## The ionic guess

Hafnium oxide is usually written as Hf⁴⁺ and O²⁻. On that picture every O 2p shell holds six electrons, and the 5d and 6s shells of hafnium are empty. A calculation that assigns the filled states to atoms should then give 6 for O p and 0 for Hf d. The table, from density-functional theory with a meta-GGA, gives about 3.6 and 1.3.

VASP 6.6.1 calculation of HfO2 (space group Pca2_1, 12-atom cell) at fixed geometry, with the r2SCAN functional, no spin polarisation, PAW PBE potentials (Hf_pv, O), a 520 eV plane-wave cutoff, a 6×6×6 k mesh and the tetrahedron method. The projections cover the filled states above −12 eV, with energies measured from the top of the valence band.

```tsv
projection name	projection electrons (e)	projection band centre (eV)
Hf1_d	1.270	-3.160
Hf2_d	1.270	-3.160
Hf3_d	1.270	-3.160
Hf4_d	1.270	-3.160
Hf1_p	0.630	-2.570
Hf2_p	0.630	-2.570
Hf3_p	0.630	-2.570
Hf4_p	0.630	-2.570
O5_p	3.550	-2.180
O6_p	3.550	-2.180
O7_p	3.570	-2.680
O8_p	3.570	-2.680
O9_p	3.570	-2.680
O10_p	3.570	-2.680
O11_p	3.550	-2.180
O12_p	3.550	-2.180
Hf1_s	0.260	-3.770
Hf2_s	0.260	-3.770
Hf3_s	0.260	-3.770
Hf4_s	0.260	-3.770
O5_s	0.020	-2.900
O6_s	0.020	-2.900
O7_s	0.030	-2.870
O8_s	0.030	-2.870
O9_s	0.030	-2.870
O10_s	0.030	-2.870
O11_s	0.020	-2.900
O12_s	0.020	-2.900
```

The projection electrons count how much of the filled states has s, p or d shape inside a sphere around one atom. The projection band centre is the mean energy of that part, measured from the top of the valence band. Atoms related by symmetry repeat each other, so the table holds one kind of hafnium and two kinds of oxygen.

The ionic picture is not refuted by these numbers. It assigns electrons to ions, whereas a projection asks what is found inside a sphere. An O 2p electron has a tail, and part of that tail lies inside the spheres of the neighbouring hafnium atoms.

## How a tail becomes s, p and d

Take an oxygen tail that enters the hafnium sphere from one direction. Seen from the hafnium nucleus, it is a patch on the surface of a sphere. If the patch were so broad that it covered the sphere evenly, it would have pure s shape. If it were very narrow, it would need s, p and d shapes together, because only a sum of many patterns can be large in one direction and small elsewhere.

The narrow limit gives a simple result. The amplitude of each pattern is proportional to its spherical harmonic $Y_{lm}$ in the direction $\mathbf n$ of the oxygen atom, and Unsöld's theorem adds up the squares:

$$\sum_m |Y_{lm}(\mathbf n)|^2=\frac{2l+1}{4\pi}.$$

The direction has dropped out. Each channel receives a weight proportional to its number of orbitals: one for s, three for p, five for d, and seven for f, which the table does not list. Because the band is full, its density is the sum over all localised oxygen orbitals, so tails of this kind from all neighbours add up to the same pattern, provided that the radial parts are alike.

Two things disturb this simple count. A real tail is broader than the limit assumes, which gives the higher shapes less. Also, only one of the three 2p orbitals of an oxygen atom points at a given hafnium atom. The other two lie across the line between the atoms and have a node along it, so they add nothing to s, only to p, d and higher shapes.

The computed counts still come close to the ratio of one to three to five. Per orbital, hafnium holds 0.26 electrons in s, 0.21 in p and 0.25 in d. On this reading, the large d count owes much to there being five d orbitals, though bonding, discussed below, also has a part in it.

## The rule, worked on two rows

The rule has two constants:

- each hafnium orbital holds a quarter of an electron;
- each O 2p electron counts as 0.6 in its own sphere.

O s is set to zero, since the filled 2s shell lies below the energy window and the band above it is made of 2p.

For the row Hf1_d, five orbitals give

$$N=5\times 0.25=1.25,$$

against a computed 1.27. For the row O7_p, six electrons give

$$N=6\times 0.6=3.6,$$

against 3.57. Both constants were chosen by looking at this table, including these two rows, so the agreement is no independent test. What the rule adds is that a single constant serves three hafnium channels whose counts differ by a factor of five.

## Where the 0.6 comes from

The oxygen constant also has two limits. A vanishing sphere would catch nothing, and a very large one would catch all six electrons. The value in between can be estimated from a Slater 2p orbital. In a full shell the electron feels the charge $Z=8-2\times0.85-7\times0.35=3.85$, and the share inside a radius $R$ is

$$1-e^{-t}\left(1+t+\frac{t^2}{2}+\frac{t^3}{6}+\frac{t^4}{24}\right),\qquad t=\frac{ZR}{a_0},$$

where $a_0$ is the Bohr radius.

With a rough sphere radius of 0.8 Å this gives 4.1 electrons, somewhat more than the table. A radius smaller by 0.1 Å gives 3.5, and one larger by as much gives 4.7. The count therefore depends strongly on the size of the sphere, and it must not be read as the charge of the ion.

## How well the rule does

Over the whole table the typical (rms) miss is 0.05 electrons. The worst case is Hf p, where the rule is too high by 0.12 electrons, or 19 % of the computed value. A possible reason is that the empty 6p orbitals of hafnium lie higher in energy than its empty 5d and 6s orbitals, so that bonding with oxygen adds less to the p count, but this has not been tested.

The total can be checked as well. Eight filled O 2p shells make a band of 48 electrons, 16 of which came from hafnium, and the projections together catch 78 % of them. The rest lies outside the spheres or has shapes that the table does not list, such as f on hafnium.

The same calculation also reports the whole valence charge inside each sphere, which is 8.339 electrons for hafnium. The s, p and d counts in the table make up only 2.16 of these. Most of the other 6.179 must be the filled 5p shell of hafnium, whose six electrons the Hf_pv potential treats as valence electrons but which lies below the energy window. The sphere charge therefore cannot be used in place of the table's counts.

For practical work, this means that 1.27 d electrons on hafnium are no sign of reduced metal. Every hafnium atom in this stoichiometric, insulating oxide shows that count. A search for reduced hafnium should compare with such a reference, computed with the same spheres.

## What the counts hide

If tails were all that mattered, and every state of the band sent the same share into hafnium, the hafnium parts would have the same mean energy as the oxygen part. They do not. The Hf s centre lies 1.3 eV below the mean O p centre and the Hf d centre 0.7 eV below it, while Hf p is almost level with it. The calculation leaves out spin-orbit coupling, which can matter for an element as heavy as hafnium, and its effect on these centres and on the counts has not been tested.

Theory has a familiar reading of this. Where an oxygen orbital combines in phase with an empty hafnium orbital, the state is lowered and gains hafnium character, so that character collects in the deeper part of the band. Such bonding raises the d count, and so do the tails of the 2p orbitals that lie across the line to hafnium, while the breadth of the tails lowers it. The near-equal shares are the net result, and the counts alone do not separate these effects.

The two kinds of oxygen show the same limit of the rule. O5_p and O7_p hold practically the same number of electrons, yet their centres differ by 0.5 eV. This crystal structure has oxygen atoms with three and with four hafnium neighbours, and a different electrostatic potential at the two sites is the likely cause, though an untested one.

## Carrying the rule over

The factor $2l+1$ is the limit of narrow tails from orbitals that point at the metal, and it probably fits so well here because the departures from that limit partly cancel. The quarter and the 0.6 belong to these spheres and this oxide. By the argument above, a larger metal sphere, or more and closer oxygen neighbours, should raise the share per metal orbital. One computed metal count can set the metal constant anew only if the shares per orbital stay nearly equal, which has been seen here for this one oxide. Where oxygen mixes more strongly with the metal d orbitals, the d share should rise above the others and the rule should fail. The output below lists the misses of the rule, the Slater estimates and the energy differences.

Numerical output:

```
Computed electrons per Hf s orbital (e): 0.26
Computed electrons per Hf p orbital (e): 0.21
Computed electrons per Hf d orbital (e): 0.254
Rule for Hf1_d (e): 1.25
Rule less computed, Hf1_d (e): -0.02
Rule less computed, Hf1_s (e): -0.01
Rule less computed, Hf1_p (e): 0.12
Rule less computed, Hf1_p (percent): 19.05
Rule for O7_p (e): 3.6
Rule less computed, O7_p (e): 0.03
Rule less computed, O5_p (e): 0.05
Rms miss of the rule, all rows (e): 0.05292
Rival, equal share for each of s, p, d on Hf (e): 0.72
Part of the Hf electrons that is not d (percent): 41.2
Sum of all projections (e): 37.32
Part of the 48 band electrons caught, computed (percent): 77.75
Part of the 48 band electrons caught, rule (percent): 78.75
Slater estimate of O p, radius 0.8 A (e): 4.141
Slater estimate of O p, radius 0.7 A (e): 3.454
Slater estimate of O p, radius 0.9 A (e): 4.69
Hf sphere charge beyond the listed projections (e): 6.179
Mean centre of O p, weighted by electrons (eV): -2.431
Hf s centre less mean O p centre (eV): -1.339
Hf d centre less mean O p centre (eV): -0.7293
Hf p centre less mean O p centre (eV): -0.1393
O7_p centre less O5_p centre (eV): -0.5
```
